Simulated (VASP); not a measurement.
# ZnS (Wurtzite-2H) (P6_3mc) in VASP: a series of runs

Runs on ZnS (Wurtzite-2H). Level: PBE. Tasks: single point.

All numbers are computed with VASP 6.6.1; they aren't measurements. Logs are shortened: lines on timing, memory, paths and dates and some standing lists are left out, and cuts for length are marked.

**Experimental background.**

From a printed reference work, monograph, for a bulk crystal of ZnS at 4 K: band gap 3.911 eV (direct).

The results are compared with them further down.

## 1. The cell of the first run

It takes space group P6_3mc (No. 186, hexagonal). Conventional cell: a = 3.652 Å, b = 3.652 Å, c = 5.974 Å, α = 90.00°, β = 90.00°, γ = 120.00°. Zn (site symmetry 3m) has 4 S at 2.22 to 2.30 Å within 2.9 Å. S (site symmetry 3m) has 4 Zn at 2.22 to 2.30 Å within 2.9 Å.

## 2. Single point, PBE

INCAR

```
SYSTEM = ZnS
PREC = Accurate ; ENCUT = 520
EDIFF = 1E-7 ; ISMEAR = 0
SIGMA = 0.01 ; LREAL = .FALSE.
LASPH = .TRUE. ; NELM = 100
ALGO = Normal ; ISIF = 2
LWAVE = .FALSE. ; LCHARG = .FALSE.
GGA = PE ; NBANDS = 26
```

KPOINTS

```
Automatic mesh
0
G
  5 5 3
  0 0 0
```

POSCAR

```
ZnS
1.0
    3.6520202151      0.0000000000      0.0000000000
   -1.8260101075      3.1627424598      0.0000000000
    0.0000000000      0.0000000000      5.9739422778
Zn S
2 2
Direct
    0.3333333333      0.6666666667      0.0000000000
    0.6666666667      0.3333333333      0.5000000000
    0.3333333333      0.6666666667      0.3850000000
    0.6666666667      0.3333333333      0.8850000000
```

Potentials or basis: VASP PAW PBE potentials, release 64 (Zn, S).

Started as:

```sh
> cat potpaw_PBE.64/Zn/POTCAR potpaw_PBE.64/S/POTCAR > POTCAR
> mpirun -np 1 vasp_std > vasp.out
```

OUTCAR:

```text
SYSTEM = ZnS
   PREC = Accurate
   ENCUT = 520
   EDIFF = 1E-7
   ISMEAR = 0
   LREAL = .FALSE.
   LASPH = .TRUE.
   NELM = 100
   ISIF = 2
   GGA = PE

 ion  position               nearest neighbor table
   1  0.333  0.667  0.000-   4 2.22   4 2.22   4 2.22   3 2.30
   2  0.667  0.333  0.500-   3 2.22   3 2.22   3 2.22   4 2.30
   3  0.333  0.667  0.385-   2 2.22   2 2.22   2 2.22   1 2.30
   4  0.667  0.333  0.885-   1 2.22   1 2.22   1 2.22   2 2.30

  LATTYP: Found a hexagonal cell.
 ALAT       =     3.6520202151
 C/A-ratio  =     1.6357911309

  Lattice vectors:

 A1 = (   3.6520202151,   0.0000000000,   0.0000000000)
 A2 = (  -1.8260101075,   3.1627424598,   0.0000000000)
 A3 = (   0.0000000000,   0.0000000000,   5.9739422778)

Analysis of symmetry for initial positions (statically):
=====================================================================
 Subroutine PRICEL returns:
 Original cell was already a primitive cell.

 Routine SETGRP: Setting up the symmetry group for a
 hexagonal supercell.

 Subroutine GETGRP returns: Found 12 space group operations
 (whereof  6 operations were pure point group operations)
 out of a pool of 24 trial point group operations.

The static configuration has the point symmetry C_3v.
 The point group associated with its full space group is C_6v.

Analysis of symmetry for dynamics (positions and initial velocities):
=====================================================================
 Subroutine PRICEL returns:
 Original cell was already a primitive cell.

 Routine SETGRP: Setting up the symmetry group for a
 hexagonal supercell.

 Subroutine GETGRP returns: Found 12 space group operations
 (whereof  6 operations were pure point group operations)
 out of a pool of 24 trial point group operations.

The dynamic configuration has the point symmetry C_3v.
 The point group associated with its full space group is C_6v.

 Subroutine INISYM returns: Found 12 space group operations
 (whereof  6 operations are pure point group operations),
 and found     1 'primitive' translations

----------------------------------------------------------------------------------------

                                     Primitive cell

  volume of cell :      69.0014

  direct lattice vectors                    reciprocal lattice vectors
     3.652020215  0.000000000  0.000000000     0.273821047  0.158090646  0.000000000
    -1.826010107  3.162742460  0.000000000     0.000000000  0.316181293  0.000000000
     0.000000000  0.000000000  5.973942278     0.000000000  0.000000000  0.167393650

  length of vectors
     3.652020215  3.652020370  5.973942278     0.316181306  0.316181293  0.167393650

  position of ions in fractional coordinates (direct lattice)
     0.333333333  0.666666667  0.000000000
     0.666666667  0.333333333  0.500000000
     0.333333333  0.666666667  0.385000000
     0.666666667  0.333333333  0.885000000

  ion indices of the primitive-cell ions
   primitive index   ion index
                 1           1
                 2           2
                 3           3
                 4           4

----------------------------------------------------------------------------------------

 KPOINTS: Automatic mesh

Automatic generation of k-mesh.
 Grid dimensions read from file:
 generate k-points for:    5    5    3

 Generating k-lattice:

  Cartesian coordinates                     Fractional coordinates (reciprocal lattice)
     0.054764209  0.031618129  0.000000000     0.200000000  0.000000000  0.000000000
     0.000000000  0.063236259  0.000000000     0.000000000  0.200000000  0.000000000
     0.000000000  0.000000000  0.055797883     0.000000000  0.000000000  0.333333333

  Length of vectors
     0.063236261  0.063236259  0.055797883

  Shift w.r.t. Gamma in fractional coordinates (k-lattice)
     0.000000000  0.000000000  0.000000000

 Subroutine IBZKPT returns following result:
 ===========================================

 Found     10 irreducible k-points:

 Following reciprocal coordinates:
            Coordinates               Weight
  0.000000  0.000000  0.000000      1.000000
  0.200000  0.000000  0.000000      6.000000
  0.400000  0.000000  0.000000      6.000000
  0.200000  0.200000  0.000000      6.000000
  0.400000  0.200000  0.000000      6.000000
  0.000000  0.000000  0.333333      2.000000
  0.200000  0.000000  0.333333     12.000000
  0.400000  0.000000  0.333333     12.000000
  0.200000  0.200000  0.333333     12.000000
  0.400000  0.200000  0.333333     12.000000
   k-points           NKPTS =     10   k-points in BZ     NKDIM =     10   number of bands    NBANDS=     26
   number of dos      NEDOS =    301   number of ions     NIONS =      4
   total plane-waves  NPLWV =  37632
   dimension x,y,z NGX =    28 NGY =   28 NGZ =   48
   dimension x,y,z NGXF=    56 NGYF=   56 NGZF=   96
   ions per type =               2   2
   NGX,Y,Z   is equivalent  to a cutoff of  12.75, 12.75, 13.36 a.u.
   NGXF,Y,Z  is equivalent  to a cutoff of  25.49, 25.49, 26.72 a.u.
 SYSTEM =  ZnS
   PREC   = accura    normal or accurate (medium, high low for compatibility)
   ISTART =      0    job   : 0-new  1-cont  2-samecut
   ICHARG =      2    charge: 1-file 2-atom 10-const
   ISPIN  =      1    spin polarized calculation?
   LNONCOLLINEAR =      F non collinear calculations
   LSORBIT =      F    spin-orbit coupling
   LASPH  =      T    aspherical Exc in radial PAW
   ENCUT  =  520.0 eV  38.22 Ry    6.18 a.u.   6.79  6.79 11.11*2*pi/ulx,y,z
   NELM   =    100;   NELMIN=  2; NELMDL= -5     # of ELM steps
   EDIFF  = 0.1E-06   stopping-criterion for ELM
   LREAL  =      F    real-space projection
   EDIFFG = 0.1E-05   stopping-criterion for IOM
   NSW    =      0    number of steps for IOM
   IBRION =     -1    ionic relax: 0-MD 1-quasi-New 2-CG
   NFREE  =      0    steps in history (QN), initial steepest desc. (CG)
   ISIF   =      2    stress and relaxation
   ISYM   =      2    0-nonsym 1-usesym 2-fastsym
   POTIM  = 0.5000    time-step for ionic-motion
   TEBEG  =    0.0;   TEEND  =   0.0 temperature during run
   PSTRESS=    0.0 pullay stress
   NELECT =      36.0000    total number of electrons
   NUPDOWN=      -1.0000    fix difference up-down
   EMIN   =  10.00;   EMAX   =-10.00  energy-range for DOS
   EFERMI =   0.00;   METHOD = LEGACY
   ISMEAR =     0;   SIGMA  =   0.01  broadening in eV -4-tet -1-fermi 0-gaus
   EFERMI_NEDOS =   21; number of points for ismear=-14 and -15
   IALGO  =     38    algorithm
   IMIX   =      4    mixing-type and parameters
     AMIX     =   0.40;   BMIX     =  1.00
     AMIX_MAG =   1.60;   BMIX_MAG =  1.00
  volume/ion in A,a.u.               =      17.25       116.41
  Fermi-wavevector in a.u.,A,eV,Ry     =   1.317922  2.490511 23.632204  1.736918
  Thomas-Fermi vector in A             =   2.447928
   LORBIT       =      0    0 simple, 1 ext, 2 COOP (PROOUT), +10 PAW based schemes
   GGA     = PE    functional components
   LHFCALC =     F    Hartree Fock is set to
   AEXX    =    0.0000 exact exchange contribution
   IVDW    =     0    specifies the selected vdW correction
   LEPSILON=     F    determine dielectric tensor
   LRPA    =     F    only Hartree local field effects (RPA)
 non-spin polarized calculation
 Gauss-broadening in eV      SIGMA  =   0.01
  energy-cutoff  :      520.00
  volume of cell :       69.00
 maximum number of plane-waves:      1866
 NGX is ok and might be reduce to    28
   NGX = 13   NGY = 13   NGZ = 23

 number of electron      36.0000037 magnetization

 Free energy of the ion-electron system (eV)
  ---------------------------------------------------
  ext. energy  EPLUGINS =         0.00000000
  ---------------------------------------------------
  free energy    TOTEN  =       -13.13632268 eV

  energy without entropy =      -13.13632268  energy(sigma->0) =      -13.13632268

 E-fermi :   3.5444     XC(G=0): -10.2659

 val. band max:        3.4623557578   @ k =   0.0000   0.0000   0.0000
 cond. band min:       6.3219767879   @ k =   0.0000   0.0000   0.0000
 fundamental gap:      2.8596210301
 Fermi energy:         3.5443650175

 k-point     1 :       0.0000    0.0000    0.0000
  band No.  band energies     occupation
      1     -10.7194      2.00000
      2      -9.5416      2.00000
      3      -3.5239      2.00000
      4      -3.5239      2.00000
      5      -3.4456      2.00000
      6      -3.4456      2.00000
[... 18 lines left out ...]
     25      11.1080      0.00000
     26      13.4282      0.00000

 k-point     2 :       0.2000    0.0000    0.0000
  band No.  band energies     occupation
      1     -10.3961      2.00000
      2      -9.3602      2.00000
      3      -3.5679      2.00000
      4      -3.4490      2.00000
      5      -3.4372      2.00000
      6      -3.3472      2.00000
[... 18 lines left out ...]
     25      11.6274      0.00000
     26      12.4469      0.00000

 k-point     3 :       0.4000    0.0000    0.0000
  band No.  band energies     occupation
      1      -9.7044      2.00000
      2      -9.1208      2.00000
      3      -3.5582      2.00000
      4      -3.3797      2.00000
      5      -3.3551      2.00000
      6      -3.1614      2.00000
[... 18 lines left out ...]
     25      12.7527      0.00000
     26      14.7706      0.00000

 k-point     4 :       0.2000    0.2000    0.0000
  band No.  band energies     occupation
      1      -9.8725      2.00000
      2      -9.1496      2.00000
      3      -3.4865      2.00000
      4      -3.4438      2.00000
      5      -3.3019      2.00000
      6      -3.2970      2.00000
[... 18 lines left out ...]
     25      12.5832      0.00000
     26      12.6089      0.00000
[... 90 lines left out ...]
      1      -9.5560      2.00000
      2      -9.2621      2.00000
      3      -3.5983      2.00000
      4      -3.5216      2.00000
      5      -3.3092      2.00000
      6      -3.2115      2.00000
[... 18 lines left out ...]
     25      13.5856      0.00000
     26      13.7341      0.00000

 k-point     9 :       0.2000    0.2000    0.3333
  band No.  band energies     occupation
      1      -9.6976      2.00000
      2      -9.3348      2.00000
      3      -3.5320      2.00000
      4      -3.4835      2.00000
      5      -3.3206      2.00000
      6      -3.3196      2.00000
[... 18 lines left out ...]
     25      11.5724      0.00000
     26      13.0057      0.00000

 k-point    10 :       0.4000    0.2000    0.3333
  band No.  band energies     occupation
      1      -9.3109      2.00000
      2      -9.1759      2.00000
      3      -3.4614      2.00000
      4      -3.3596      2.00000
      5      -3.3112      2.00000
      6      -3.1701      2.00000
[... 18 lines left out ...]
     25      13.2632      0.00000
     26      13.7082      0.00000

------------------------ aborting loop because EDIFF is reached ----------------------------------------

  FORCE on cell =-STRESS in cart. coord.  units (eV):
  Direction    XX          YY          ZZ          XY          YZ          ZX
  --------------------------------------------------------------------------------------
  -------------------------------------------------------------------------------------
  Total        7.5364618      7.5364627      5.5703428      0.0000000      0.0000000      0.0000000
  in kB      174.9927520    174.9927717    129.3404841      0.0000000      0.0000000      0.0000000
  external PRESSURE =     159.7753359 kB  Pullay stress =       0.0000000 kB

 VOLUME and BASIS-vectors are now :
 -----------------------------------------------------------------------------
  energy-cutoff  :      520.00
  volume of cell :       69.00
      direct lattice vectors                 reciprocal lattice vectors
     3.652020215  0.000000000  0.000000000     0.273821047  0.158090646  0.000000000
    -1.826010107  3.162742460  0.000000000     0.000000000  0.316181293  0.000000000
     0.000000000  0.000000000  5.973942278     0.000000000  0.000000000  0.167393650

 POSITION                                       TOTAL-FORCE (eV/Angst)
 -----------------------------------------------------------------------------------
     -0.00000      2.10849      0.00000        -0.000000      0.000000      0.507398
      1.82601      1.05425      2.98697        -0.000000     -0.000000      0.507398
     -0.00000      2.10849      2.29997         0.000000     -0.000000     -0.507398
      1.82601      1.05425      5.28694         0.000000      0.000000     -0.507398
 -----------------------------------------------------------------------------------
    total drift:                               -0.000000      0.000000     -0.000779

  FREE ENERGIE OF THE ION-ELECTRON SYSTEM (eV)
  ---------------------------------------------------
  free  energy   TOTEN  =       -13.1363226786 eV

  energy  without entropy=      -13.1363226786  energy(sigma->0) =      -13.13632268
```

It took 32 s on 1 thread of Intel Xeon 8259CL, shared host; peak memory 0.18 GiB.

Results:

```
Free energy            : -13.1363 eV
Pressure               : 16.0 GPa
Largest force          : 0.507 eV/Å
Band gap on the k mesh : 2.86 eV, direct
```

Forces on the atoms (eV/Å):
```
Zn   0.000  0.000  0.507
Zn   0.000  0.000  0.507
S    0.000  0.000 -0.507
S    0.000  0.000 -0.507
```

A hybrid or GW would open this gap; PBE tends to underestimate it.

## 3. Single point, PBE

This run uses another cell than the first one, of 18.03 Å³/atom, 1.045 times its volume.

INCAR

```
PREC     = Accurate       # precision mode
ENCUT    = 520            # plane-wave cutoff, eV
EDIFF    = 1E-7           # SCF threshold, eV
ISMEAR   = 0              # smearing method
SIGMA    = 0.01           # smearing width, eV
LREAL    = F              # projectors in reciprocal space
LASPH    = T              # aspherical terms in the spheres
NELM     = 80             # most SCF steps
ALGO     = Normal         # electronic algorithm
ISIF     = 2              # what is computed and relaxed
LWAVE    = F              # write WAVECAR
LCHARG   = T              # write CHGCAR
GGA      = PE             # functional
LELF     = T              # ELF
LVHAR    = T            
NBANDS   = 26             # bands
```

KPOINTS

```
regular mesh
0
Gamma
  5 5 3
```

POSCAR

```
ZnS
1.0
    3.7065360167      0.0000000000      0.0000000000
   -1.8532680084      3.2099545316      0.0000000000
    0.0000000000      0.0000000000      6.0631187426
Zn S
2 2
Direct
    0.3333333333      0.6666666667      0.0000000000
    0.6666666667      0.3333333333      0.5000000000
    0.3333333333      0.6666666667      0.3850000000
    0.6666666667      0.3333333333      0.8850000000
```

Potentials or basis: VASP PAW PBE potentials, release 64 (Zn, S).

Started as:

```sh
> cat potpaw_PBE.64/Zn/POTCAR potpaw_PBE.64/S/POTCAR > POTCAR
> mpirun -np 1 vasp_std > vasp.out
```

OUTCAR:

```text
PREC = Accurate
   ENCUT = 520
   EDIFF = 1E-7
   ISMEAR = 0
   LREAL = F
   LASPH = T
   NELM = 80
   ISIF = 2
   GGA = PE

 ion  position               nearest neighbor table
   1  0.333  0.667  0.000-   4 2.25   4 2.25   4 2.25   3 2.33
   2  0.667  0.333  0.500-   3 2.25   3 2.25   3 2.25   4 2.33
   3  0.333  0.667  0.385-   2 2.25   2 2.25   2 2.25   1 2.33
   4  0.667  0.333  0.885-   1 2.25   1 2.25   1 2.25   2 2.33

  LATTYP: Found a hexagonal cell.
 ALAT       =     3.7065360167
 C/A-ratio  =     1.6357911309

  Lattice vectors:

 A1 = (   3.7065360167,   0.0000000000,   0.0000000000)
 A2 = (  -1.8532680084,   3.2099545316,   0.0000000000)
 A3 = (   0.0000000000,   0.0000000000,   6.0631187426)

Analysis of symmetry for initial positions (statically):
=====================================================================
 Subroutine PRICEL returns:
 Original cell was already a primitive cell.

 Routine SETGRP: Setting up the symmetry group for a
 hexagonal supercell.

[... 154 lines left out ...]
  free energy    TOTEN  =       -13.39426860 eV

  energy without entropy =      -13.39426860  energy(sigma->0) =      -13.39426860

 E-fermi :   3.0327     XC(G=0): -10.0483

 val. band max:        2.9859093543   @ k =   0.0000   0.0000   0.0000
 cond. band min:       5.6337037697   @ k =   0.0000   0.0000   0.0000
 fundamental gap:      2.6477944154
 Fermi energy:         3.0326614731

 k-point     1 :       0.0000    0.0000    0.0000
  band No.  band energies     occupation
      1     -10.8281      2.00000
      2      -9.7431      2.00000
      3      -3.7609      2.00000
      4      -3.7609      2.00000
      5      -3.6875      2.00000
      6      -3.6875      2.00000
[... 279 lines left out ...]
     25      12.6568      0.00000
     26      13.1195      0.00000

------------------------ aborting loop because EDIFF is reached ----------------------------------------

  FORCE on cell =-STRESS in cart. coord.  units (eV):
  Direction    XX          YY          ZZ          XY          YZ          ZX
  --------------------------------------------------------------------------------------
  -------------------------------------------------------------------------------------
  Total        5.2781824      5.2781830      3.6471968     -0.0000000      0.0000000      0.0000000
  in kB      117.2281195    117.2281327     81.0040253     -0.0000000      0.0000000      0.0000000
  external PRESSURE =     105.1534258 kB  Pullay stress =       0.0000000 kB

 VOLUME and BASIS-vectors are now :
 -----------------------------------------------------------------------------
  energy-cutoff  :      520.00
  volume of cell :       72.14
      direct lattice vectors                 reciprocal lattice vectors
     3.706536017  0.000000000  0.000000000     0.269793682  0.155765446  0.000000000
    -1.853268008  3.209954532  0.000000000     0.000000000  0.311530892  0.000000000
     0.000000000  0.000000000  6.063118743     0.000000000  0.000000000  0.164931621

 POSITION                                       TOTAL-FORCE (eV/Angst)
 -----------------------------------------------------------------------------------
     -0.00000      2.13997      0.00000        -0.000000      0.000000      0.438325
      1.85327      1.06998      3.03156         0.000000     -0.000000      0.438325
     -0.00000      2.13997      2.33430         0.000000     -0.000000     -0.438325
      1.85327      1.06998      5.36586        -0.000000      0.000000     -0.438325
 -----------------------------------------------------------------------------------
    total drift:                               -0.000001     -0.000001      0.000165

  FREE ENERGIE OF THE ION-ELECTRON SYSTEM (eV)
  ---------------------------------------------------
  free  energy   TOTEN  =       -13.3942686032 eV

  energy  without entropy=      -13.3942686032  energy(sigma->0) =      -13.39426860
```

Wall time 33 s (1 thread of Intel Xeon 8259CL, shared host); peak memory 0.18 GiB.

Results:

| Item | Value |
| --- | --- |
| Free energy | -13.3943 eV |
| Pressure | 10.5 GPa |
| Largest force | 0.438 eV/Å |
| Band gap on the k mesh | 2.65 eV, direct |

Forces in eV/Å, atoms in the order of the input:
```
Zn   0.000  0.000  0.438
Zn   0.000  0.000  0.438
S    0.000  0.000 -0.438
S    0.000  0.000 -0.438
```

Levels at points of the mesh, in eV from the valence-band top:
| k point | band 15 | band 16 | band 17 | band 18 | band 19 | band 20 | band 21 | band 22 |
| --- | --- | --- | --- | --- | --- | --- | --- | --- |
| (0.00, 0.00, 0.00) | -0.97 | -0.01 | 0.00 | 0.00 | 2.65 | 3.15 | 6.22 | 6.22 |

As with any semilocal functional, this PBE gap is likely too small.

(Continued in part 2 of 2.)
